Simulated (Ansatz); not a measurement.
# Pt: the cost of one run

Method: DFT PBE, scalar-relativistic, plane waves, PAW, in Ansatz 0.2.0.

3 further runs of the same task are left out: 3 set aside as unsound or not needed.

### 1 The system as given

Symmetry: F-43m, No. 216, cubic system. The conventional cell has a = 5.745 Å, b = 5.745 Å, c = 5.745 Å, α = 90.00°, β = 90.00°, γ = 90.00°. Ga (site symmetry -43m) is surrounded by 4 As at 2.49 Å. Around As (site symmetry -43m) lie 4 Ga at 2.49 Å.

Structure file:

```cif
data_structure
_symmetry_space_group_name_H-M 'F-43m'
_symmetry_Int_Tables_number 216
_cell_length_a 5.7454
_cell_length_b 5.7454
_cell_length_c 5.7454
_cell_angle_alpha 90.000
_cell_angle_beta 90.000
_cell_angle_gamma 90.000
_cell_volume 189.65
loop_
_atom_site_label
_atom_site_type_symbol
_atom_site_symmetry_multiplicity
_atom_site_Wyckoff_symbol
_atom_site_fract_x
_atom_site_fract_y
_atom_site_fract_z
_atom_site_occupancy
Ga1 Ga 4 a 0.00000 0.00000 0.00000 1
As1 As 4 c 0.25000 0.25000 0.25000 1
```

This cell was relaxed beforehand with the same method: volume 23.71 Å³/atom, gap on the mesh 0.16 eV.

### 2 The film's bulk: Pt

Relaxed beforehand at this level: -12523.0108 eV/atom, gap on the mesh none (metal).

```cif
data_structure
_symmetry_space_group_name_H-M 'Fm-3m'
_symmetry_Int_Tables_number 225
_cell_length_a 3.9701
_cell_length_b 3.9701
_cell_length_c 3.9701
_cell_angle_alpha 90.000
_cell_angle_beta 90.000
_cell_angle_gamma 90.000
_cell_volume 62.58
loop_
_atom_site_label
_atom_site_type_symbol
_atom_site_symmetry_multiplicity
_atom_site_Wyckoff_symbol
_atom_site_fract_x
_atom_site_fract_y
_atom_site_fract_z
_atom_site_occupancy
Pt1 Pt 4 a 0.00000 0.00000 0.00000 1
```

Bulk energy of GaAs, the base, on matching settings, from an earlier run: -4319.9303 eV/atom.

### 3 Pt strained to the base's plane

The (110) plane of Pt is fitted to the (100) plane of GaAs, a strain of +2.3 % along x and -3.5 % along y; the third vector and the atoms relax.

input.yaml

```yaml
crystal:
  lattice:
    - [4.0626003671, 0.0, 0.0]
    - [0.0, 8.1252007341, 0.0]
    - [-2.0313001835, 1.3542001224, 1.4144951178]
  atoms:
    - { symbol: Pt, position: [0.0, 0.6666666667, 0.0] }
    - { symbol: Pt, position: [0.0, 0.3333333333, 0.0] }
    - { symbol: Pt, position: [0.0, 0.0, 0.0] }
basis:
  ecutwfc: 420
kpoints:
  mp_grid: { grid: [9, 5, 24] }
hamiltonian:
  xc: pbe
scf:
  occupations: { method: gaussian, width: 0.1 }
output:
  forces: true
  stress: true
  eigenvalues: true
relax:
  adjacent_minimum: "off"
  f_tol: 0.01
  max_steps: 50
  cell: { fix: [a, b, gamma], stress_tol: 0.1 }
```

Command:

```bash
$ ansatz run input.yaml --threads 8 --pin off --max-ram 20480MiB --backend cpu --events-out ev --progress --plain --runs-dir out
```

What time and memory should one allow on 8 threads of Arm Neoverse V1, shared host?

About 25 s, with a peak of 0.9 GiB.
